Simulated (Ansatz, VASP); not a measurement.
## Mg in VASP and in Ansatz

The input INCAR:

```
PREC = Accurate
ENCUT = 520
EDIFF = 1E-6
ISMEAR = -1
SIGMA = 0.03
LREAL = F
LASPH = T
NELM = 100
ALGO = Normal
ISIF = 2
LWAVE = F
LCHARG = F
GGA = PE
NBANDS = 7
```

File KPOINTS:

```
regular mesh
0
Gamma
  19 19 19
```

The input POSCAR:

```
Mg
1.0
   -1.4862784307      1.4862784307      1.4862784307
    1.4862784307     -1.4862784307      1.4862784307
    1.4862784307      1.4862784307     -1.4862784307
Mg
1
Direct
    0.0000000000      0.0000000000      0.0000000000
```

Input for Ansatz:

```yaml
crystal:
  lattice:
    - [-1.4862784307, 1.4862784307, 1.4862784307]
    - [1.4862784307, -1.4862784307, 1.4862784307]
    - [1.4862784307, 1.4862784307, -1.4862784307]
  atoms:
    - { symbol: Mg, position: [0.0, 0.0, 0.0] }
kpoints:
  mp_grid: { grid: [19, 19, 19] }
scf:
  occupations: { method: fermi_dirac, width: 0.03 }
hamiltonian:
  xc: pbe
  pseudopotentials: { kind: all_electron, lapw: { basis_error: 0.0005 } }
output:
  forces: true
  stress: true
  eigenvalues: true
```

Change from the starting cell: volume scaled by 1.02.

Alike in both runs: task single point; functional PBE; k mesh 19 × 19 × 19; occupations fermi-dirac, width 0.03 eV; no spin polarisation.

|  | VASP | Ansatz |
| --- | --- | --- |
| version | VASP 6.6.1 | Ansatz 0.2.0 |
| potentials or method | VASP PAW PBE potentials, release 64 (Mg) | all-electron LAPW, scalar-relativistic |
| plane-wave cutoff (eV) | 520 | see its input |

```csv
,VASP,Ansatz,Ansatz less VASP
pressure (GPa),59.0,58.2,-0.80
```

Ansatz ran all-electron here, so the differences hold the error of VASP's frozen core and of both bases.

Caveats: so large a pressure means that the cell lies far from this level's equilibrium, or that cutoff or potentials fall short (VASP).
